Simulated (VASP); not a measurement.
GaAs, 2 atoms in the cell. Symmetry: F-43m, No. 216, cubic system. Conventional cell: a = 5.658 Å, b = 5.658 Å, c = 5.658 Å, α = 90.00°, β = 90.00°, γ = 90.00°. Ga (site symmetry -43m) is surrounded by 4 As at 2.45 Å. As (site symmetry -43m) is surrounded by 4 Ga at 2.45 Å. 

```yaml
Program: VASP 6.6.1
Task: single point
Functional: PBEsol
Potentials_or_basis: VASP PAW PBE potentials, release 64 (Ga_d, As)
Cutoff: 520 eV
k_mesh: 12 × 12 × 12
Occupations: gaussian, width 0.02 eV
Spin: no spin polarisation
Dipole_correction: no
Further_INCAR_settings: ALGO = Normal; EDIFF = 1e-06; NBANDS = 16
```

Potentials or basis: VASP PAW PBE potentials, release 64 (Ga_d, As).

The run is started by

```bash
$ cat potpaw_PBE.64/Ga_d/POTCAR potpaw_PBE.64/As/POTCAR > POTCAR
$ mpirun -np 1 vasp_std > vasp.out
```

Hardware: 1 thread of Intel(R) Xeon(R) Platinum 8488C (Sapphire Rapids), with other jobs on the host.

Estimate the wall time of this run.

It took 42 s on 1 thread of Intel(R) Xeon(R) Platinum 8488C (Sapphire Rapids) (shared host), peak memory 0.2 GiB. Counts: scf iterations 12, k points 72.
